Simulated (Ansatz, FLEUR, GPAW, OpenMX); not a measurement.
**TiCo: programs and potentials compared**

```
CELL_PARAMETERS angstrom
2.98611 0.00000 0.00000
0.00000 2.98611 0.00000
0.00000 0.00000 2.98611
ATOMIC_POSITIONS crystal
Co 0.50000 0.50000 0.50000
Ti 0.00000 0.00000 0.00000
```

The cell comes from a database or a generator and needn't be the stable form of this composition.

Alike in all runs: task band structure; functional LDA; k mesh 9 × 9 × 9; occupations fermi-dirac, width 0.05 eV; collinear spin, ferromagnetic start; no spin-orbit coupling. LDA stands for any of its common fits. Pressure is positive in compression and, in plane waves, holds the error of the finite cutoff.

```
                                                      program and potentials  plane-wave cutoff (eV)                                                    notes  band gap (eV)  pressure (GPa)  net moment per atom (μB)
OpenMX, OpenMX 2013 LDA set, Co6.0H-s3p2d2, Ti7.0-s3p2d2, grid cutoff 500 Ry                       -  atomic basis; 14.5 valence electrons an atom on average         no gap          -12.39                      0.28
  GPAW, the program's PAW data sets (release 1.2.1) made for this functional                     600                10.5 valence electrons an atom on average         no gap          -15.09                      0.24
                                                  FLEUR, all-electron, FLAPW                       -                                                        -         no gap               -                      0.24
                              Ansatz, all-electron LAPW, scalar-relativistic                       -                                                        -         no gap          -14.74                      0.25
```

None finds a gap. The pressure spans -15.09 (GPAW, the program's PAW data sets (release 1.2.1) made for this functional) to -12.39 GPa (OpenMX, OpenMX 2013 LDA set, Co6.0H-s3p2d2, Ti7.0-s3p2d2, grid cutoff 500 Ry), with all-electron results at -14.74. The net moment per atom spans 0.24 (GPAW, the program's PAW data sets (release 1.2.1) made for this functional) to 0.28 μB (OpenMX, OpenMX 2013 LDA set, Co6.0H-s3p2d2, Ti7.0-s3p2d2, grid cutoff 500 Ry), with all-electron results at 0.24 to 0.25. The cell lies far from this level's equilibrium. The state is the one that the start led to, which needn't be the lowest. Rows in atomic bases carry the error of their basis and grid, which can be large.

Differences between rows come from potentials, basis sets and numerical settings, since the functional is the same but for its coding. Runs on potential files found faulty are left out.
